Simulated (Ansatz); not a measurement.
Consider PtF3 (honeycomb trihalide sheet).

The cell holds 8 atoms: 2 Pt and 6 F. Its edges and angles: a = 5.738 Å, b = 5.738 Å, c = 28.515 Å, α = 90.0°, β = 90.0°, γ = 120.0°. Vacuum lies along c.

```xyz
8
Lattice="4.6847 -2.3423 2.3423 -2.3423 -2.3423 -4.6847 16.4633 16.4633 -16.4633" Properties=species:S:1:pos:R:3
Pt    5.2994    2.9571   -7.6417
Pt    7.6417    2.9571   -5.2994
F     7.5101    4.9856   -4.9856
F     4.9856    4.9856   -7.5101
F     7.3280    2.8255   -7.3280
F     7.7733    3.2708   -3.2708
F     3.2708    3.2708   -7.7733
F     5.6131    3.0886   -5.6131
```

The structure was relaxed with PBEsol. The structure was generated from a model, not taken from a measurement. The runs that relaxed it are not among those shown. The program's search for lower electronic states was switched off, so nothing shows that the state found is the lowest. Spin-orbit coupling is left out unless a run names it. PAW set soft_2, made with PBE.

A constrained-RPA run (Ansatz 0.2.0; non-magnetic PBEsol; Pt eg, bands v1 to c3, 6×6×1 mesh, medium accuracy) builds 4 functions on bands 1.5 eV wide, with 2.0 electrons in the window. The bare on-site interaction is 12.0 eV and the bare J 0.63 eV.

**Question.** What U and J survive the screening?

On the Pt eg shell, U = 4.83 eV (40 % of the bare value), U′ = 4.11 eV, J = 0.36 eV.

The parent state is non-magnetic and the interaction static (zero frequency); U depends on the window and the orbitals, so it belongs to this model alone. Spin-orbit coupling, which is strong for atoms this heavy, is left out.

[Paths, hosts, dates, memory and timing lines, banners, echoed tables and standing remarks are left out of the program output.]

[Logs are printed without paths, hosts, clocks, repeated set-up lines and the standing remarks that a program may print on its own settings, such as how far it seeks lower states.]

[Runs of the session that timed out or met a known fault of the program may be left out.]

[Hosts, paths, dates, database ids (printed as entryN), source tags and the programs' standing remarks are cut or masked in the printed files.]
